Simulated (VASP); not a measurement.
## Os: single point with PBE

Crystal: Os.

```xyz
1
Lattice="0.0000 1.9450 1.9450 1.9450 0.0000 1.9450 1.9450 1.9450 0.0000" Properties=species:S:1:pos:R:3 pbc="T T T"
Os    0.0000    0.0000    0.0000
```

This isn't the form of Os at room conditions, which is hcp.

```yaml
Program: VASP 6.6.1
Task: single point
Functional: PBE
Potentials_or_basis: VASP PAW PBE potentials, release 64 (Os_sv_GW)
Cutoff: 550 eV
k_mesh: 12 × 12 × 12
Occupations: gaussian, width 0.02 eV
Spin: no spin polarisation
```

* Pressure: -11.7 GPa
* Band gap on the k mesh: none (metal or under the smearing width)

Levels at points of the mesh, in eV from the Fermi level:
```
           k point  band 5  band 6  band 7  band 8  band 9  band 10  band 11  band 12
(0.00, 0.00, 0.00)  -10.48   -2.87   -2.87   -2.87   -0.04    -0.04    13.32    18.81
(0.50, 0.00, 0.00)   -7.35   -3.01   -3.01   -0.31    2.20     2.20     8.30    12.99
(0.50, 0.50, 0.00)   -7.19   -6.50    2.12    2.16    2.84     2.84    11.39    11.59
```

Wall time 18 s on 1 thread of Intel(R) Xeon(R) Platinum 8259CL CPU @ 2.50GHz (Skylake/Cascade Lake), on a shared host, peak memory 0.15 GiB.

The run has no spin-orbit coupling, so splittings on Os are missing.
